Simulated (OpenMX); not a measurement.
The system is SiO2.

```
Si O
1.0
    -4.47204    4.47204    2.61177
     4.47204   -4.47204    2.61177
     4.47204    4.47204   -2.61177
Si O
4 8
Cartesian
  2.8899 2.8899 2.6118
  2.8899 -2.8899 2.6118
  -2.8899 2.8899 2.6118
  1.5821 1.5821 0.0000
  7.0788 0.0000 0.0000
  0.0000 1.8653 0.0000
  0.0000 7.0788 0.0000
  1.8653 0.0000 0.0000
  2.2360 2.2360 -1.3059
  -2.2360 2.2360 1.3059
  2.2360 -2.2360 1.3059
  2.2360 2.2360 1.3059
```

The cell comes from a database or a generator and needn't be the stable form of this composition.

- Program: OpenMX 3.8.5
- Task: single point
- Functional: PBE
- Potentials or basis: OpenMX 2013 PBE set, Si7.0-s2p2d1, O6.0-s2p2d1, grid cutoff 400 Ry
- k mesh: 7 × 7 × 7
- Occupations: fermi-dirac, width 0.05 eV
- Spin: no spin polarisation

On this cell: pressure 7.2 GPa; largest force 0.608 eV/Å; band gap on the k mesh 6.27 eV, direct.

The same run follows on a disturbed copy (atoms moved at random, drawn with an rms of 0.05 Å):

```
CELL_PARAMETERS angstrom
-4.47204 4.47204 2.61177
4.47204 -4.47204 2.61177
4.47204 4.47204 -2.61177
ATOMIC_POSITIONS crystal
Si 0.82433 0.82929 0.64620
Si 0.16959 0.82236 0.99661
Si 0.82669 0.18625 0.00598
Si 0.16963 0.17381 0.34943
O 0.00670 0.79708 0.79085
O 0.20778 0.00710 0.21232
O 0.79334 0.99524 0.79106
O 0.00668 0.21089 0.20916
O 0.99958 0.99965 0.49586
O 0.49580 0.00083 0.00279
O 0.99765 0.49366 0.99968
O 0.49814 0.49779 0.49793
```

Q: What does the disturbed cell give?

A: The energy moves by +44.6 meV/atom; pressure 8.4 GPa; largest force 4.169 eV/Å; band gap on the k mesh 6.07 eV, indirect (least direct gap 6.10 eV).

Forces in eV/Å, atoms in the order of the input:
```
Si  -2.457  0.167 -0.847
Si   1.163  1.633 -0.368
Si  -2.577  0.838 -2.895
Si   1.215  2.128  1.131
O   -0.824 -1.510 -0.137
O   -3.714  0.675 -0.236
O    4.125 -0.604 -0.029
O    1.110 -3.204 -0.086
O    0.530  0.498 -1.004
O   -0.428  0.643  0.757
O    1.549 -1.610  3.127
O    0.301  0.374  0.602
```

Caveats: an odd mesh through Γ misses points on the zone boundary, where band edges often lie; the basis of atomic orbitals isn't converged, which shifts pressures, moduli and gaps.
